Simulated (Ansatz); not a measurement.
# Si: one candidate structure

Aim: relax Si from this start, random cell without symmetry, and see where it ends.

Method: DFT PBE, scalar-relativistic, plane waves, PAW, in Ansatz 0.2.0.

**1. Starting point**

Symmetry: P1, No. 1, triclinic system. Conventional cell: a = 3.624 Å, b = 4.750 Å, c = 4.769 Å, α = 110.72°, β = 100.59°, γ = 100.42°. Si (site symmetry 1) has 5 Si at 2.75 to 3.00 Å as nearest neighbours. Si (site symmetry 1) has 1 Si at 1.76 Å as nearest neighbours.

Coordinates:

```
Si
1.0
     4.74956    0.00000    0.00000
     0.65536    3.56427    0.00000
     1.68712   -1.20126    4.29557
Si
3
Direct
  0.06527 0.67605 0.94516
  0.63043 0.12541 0.72422
  0.65937 0.35550 0.42516
```

**2. Rough relaxation on the coarse mesh**

The input, input.yaml:

```yaml
crystal:
  lattice:
    - [4.7495644304, 0.0, 0.0]
    - [0.6553594675, 3.5642743519, 0.0]
    - [1.6871173795, -1.2012631792, 4.2955676892]
  atoms:
    - { symbol: Si, position: [0.0652735319, 0.6760499214, 0.9451597467] }
    - { symbol: Si, position: [0.630428411, 0.1254142019, 0.724220855] }
    - { symbol: Si, position: [0.6593747995, 0.3554993289, 0.4251588523] }
basis:
  ecutwfc: 420
kpoints:
  mp_grid: { grid: [4, 6, 4] }
hamiltonian:
  xc: pbe
scf:
  occupations: { method: gaussian, width: 0.1 }
  lower_state_search: "off"
output:
  forces: true
  stress: true
  eigenvalues: true
relax:
  adjacent_minimum: "off"
  f_tol: 0.04
  max_steps: 70
  cell: { stress_tol: 0.4 }
```

The session goes on with these runs: a loose first relaxation; relaxing cell and atoms.

What does the calculation give?

The runs gave:

```
       quantity                                                                       value
           cell  a = 2.648 Å, b = 2.648 Å, c = 2.487 Å, α = 90.00°, β = 90.00°, γ = 120.00°
    space group                                                            P6/mmm (No. 191)
         volume                                                               15.10 Å³/atom
gap on the mesh                                                                none (metal)
```

**Reading.** The structure ended in another space group than at the start: P1 to P6/mmm.
